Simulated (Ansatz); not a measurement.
Crystal: SrCl2.

```
Sr Cl
1.0
     0.00000    3.48835    3.48835
     3.48835    0.00000    3.48835
     3.48835    3.48835    0.00000
Sr Cl
1 2
Direct
  0.00000 0.00000 0.00000
  0.75000 0.75000 0.75000
  0.25000 0.25000 0.25000
```

Base run:

| Quantity | Value |
| --- | --- |
| Program | Ansatz 0.2.0 |
| Functional | BLYP |
| Potentials or basis | Ansatz PAW |
| Cutoff | 420 eV (not typed: the program's choice for these potentials) |
| k mesh | 4 × 4 × 4 |
| Occupations | fermi-dirac, width 0.05 eV |
| Spin | no spin polarisation |

Its results: band gap on the k mesh 5.37 eV, indirect (least direct gap 5.51 eV); pressure 2.7 GPa.

Task: After a change of settings the same cell gave: band gap on the k mesh 4.88 eV, indirect (least direct gap 5.16 eV); pressure -2.8 GPa. Which change was it?
A. functional from BLYP to revPBE
B. functional from BLYP to RPBE
C. functional from BLYP to r2SCAN; cutoff from 420 eV (not typed: the program's choice for these potentials) to 500 eV (not typed: the program's choice for these potentials)
D. functional from BLYP to LDA

Result: D.

LDA binds more tightly than BLYP, so the same cell stands under less pressure.

Caveats: the PAW data sets come from PBE, with cores solved anew for the run's functional, which leaves a small shift of forces and pressure; the density of states is complete only up to the lowest level of the last band computed.

Runs at the PBE level aren't shown here.
